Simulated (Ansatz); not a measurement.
Wanted: the native input for an Ansatz 0.2.0 run.

```
Task                                : band structure
Functional                          : PBEsol
Potentials or basis                 : Ansatz PAW
Cutoff                              : 420 eV (not typed: the program's choice for these potentials)
k mesh                              : 13 × 13 × 13
Occupations                         : fermi-dirac, width 0.05 eV
Spin                                : spin-orbit coupling, no magnetisation
Path                                : [["G", "X", "Y", "S", "G", "Z", "S1", "N", "P", "Y1", "Z"], ["X", "P"]]
Points for each segment of the path : 14
```

Ga:

```
CELL_PARAMETERS angstrom
-1.38440 1.38440 2.31122
1.38440 -1.38440 2.31122
1.38440 1.38440 -2.31122
ATOMIC_POSITIONS crystal
Ga 0.00000 0.00000 0.00000
```

This isn't the form of Ga at room conditions, which is orthorhombic.

One way to write it, as run:

input.yaml

```yaml
crystal:
  lattice:
    - [-1.3843987196, 1.3843987196, 2.3112238365]
    - [1.3843987196, -1.3843987196, 2.3112238365]
    - [1.3843987196, 1.3843987196, -2.3112238365]
  atoms:
    - { symbol: Ga, position: [0.0, 0.0, 0.0] }
hamiltonian:
  xc: pbesol
  pseudopotentials: { kind: paw_fr }
magnetization:
  noncollinear: true
  spin_orbit: true
kpoints:
  mp_grid: { grid: [13, 13, 13] }
  band_path:
    path:
      - [[0.0, 0.0, 0.0], [0.0, 0.0, 0.5], [-0.1793941871, 0.1793941871, 0.5], [-0.3396970935, 0.3396970935, 0.3396970935], [0.0, 0.0, 0.0], [0.5, 0.5, -0.5], [0.3396970935, 0.6603029065, -0.3396970935], [0.0, 0.5, 0.0], [0.25, 0.25, 0.25], [0.5, 0.5, -0.1793941871], [0.5, 0.5, -0.5]]
      - [[0.0, 0.0, 0.5], [0.25, 0.25, 0.25]]
    npoints: 14
scf:
  occupations: { method: fermi_dirac, width: 0.05 }
  n_extra_bands: 6
output:
  forces: true
  stress: true
  eigenvalues: true
  fatbands: false
```

Potentials or basis: Ansatz PAW.

Command:

```bash
$ ansatz run input.yaml --threads 2 --pin off --max-ram 5632MiB --backend cpu --events-out ev --progress --plain --runs-dir out
```

Results of the run:

| Quantity | Value |
| --- | --- |
| Pressure | -0.3 GPa |
| Band gap on the k mesh | none (metal or under the smearing width) |

Caveat: the PAW data sets come from PBE, with cores solved anew for the run's functional, which leaves a small shift of forces and pressure.

Wall time 14 s on 2 threads of Arm Neoverse V1, on a shared host, peak memory 0.45 GiB.
